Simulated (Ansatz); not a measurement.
# CdSe: the gap under pressure

CdSe, P6_3mc, a = 4.303 Å, c = 7.023 Å. Ansatz: PBEsol, PAW, 420 eV, Γ-centred 12×12×6 mesh on 4 atoms, Gaussian smearing 0.02 eV; no spin polarisation. Cell and atoms are relaxed at each pressure, and no other structure is tried; the real crystal is known to change phase within this range, so the rows at high pressure are metastable. The gap is sought over the whole zone. The pressures are the targets, met within 0.04 GPa.

| P (GPa) | gap y (eV) |
| --- | --- |
| -3.0 | ? |
| 0.0 | 0.538 |
| 3.0 | 0.642 |
| 8.0 | 0.770 |
| 15.0 | 0.860 |

Fit y = E0 + αP + βP² to the other rows and predict the missing gap.

Least squares on the rows shown. y = 0.5383 + 0.03765 P − 0.001081 P². So α = 37.7 meV/GPa at zero pressure. At P = -3.0 the fit asked for gives 0.416 eV. The run gave 0.399 eV, so the fit is 0.017 eV too high, 3.7 % of the span of the series, against an rms of 0.0003 eV on the fitted rows. The row lies outside the fitted range. With a term in P³ added, a fit to the same known rows (none to spare) predicts 0.413 eV, no real gain.

Spin-orbit coupling is left out; it would lift a valence top of Se p states by 0.1 to 0.15 eV. Semilocal functionals give gaps under the measured ones; changes of the gap mostly carry over better.